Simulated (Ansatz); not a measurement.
**ZnSe (F-43m) at 2 levels of theory**

One geometry, relaxed with PBE; plane waves with PAW potentials in Ansatz, scalar-relativistic. No spin polarisation. Gaps are the least over mesh and band path; pressure is positive in compression, and isn't given for hybrids.

```cif
data_structure
_symmetry_space_group_name_H-M 'F-43m'
_symmetry_Int_Tables_number 216
_cell_length_a 5.7323
_cell_length_b 5.7323
_cell_length_c 5.7323
_cell_angle_alpha 90.000
_cell_angle_beta 90.000
_cell_angle_gamma 90.000
_cell_volume 188.36
loop_
_atom_site_label
_atom_site_type_symbol
_atom_site_symmetry_multiplicity
_atom_site_Wyckoff_symbol
_atom_site_fract_x
_atom_site_fract_y
_atom_site_fract_z
_atom_site_occupancy
Zn1 Zn 4 a 0.00000 0.00000 0.00000 1
Se1 Se 4 c 0.25000 0.25000 0.25000 1
```

| level | cutoff (eV) | k mesh | gap (eV) | pressure (GPa) |
| --- | --- | --- | --- | --- |
| PBE | 420 | 8×8×8 | 1.15 | 0.0 |

What comes out on the same cell with HSE06?

```tsv
level	cutoff (eV)	k mesh	gap (eV)	pressure (GPa)
HSE06	420	6×6×6	2.26	-
```

The cell was reached from a generator's guess, though it ends in a space group that the Crystallography Open Database lists for this formula.
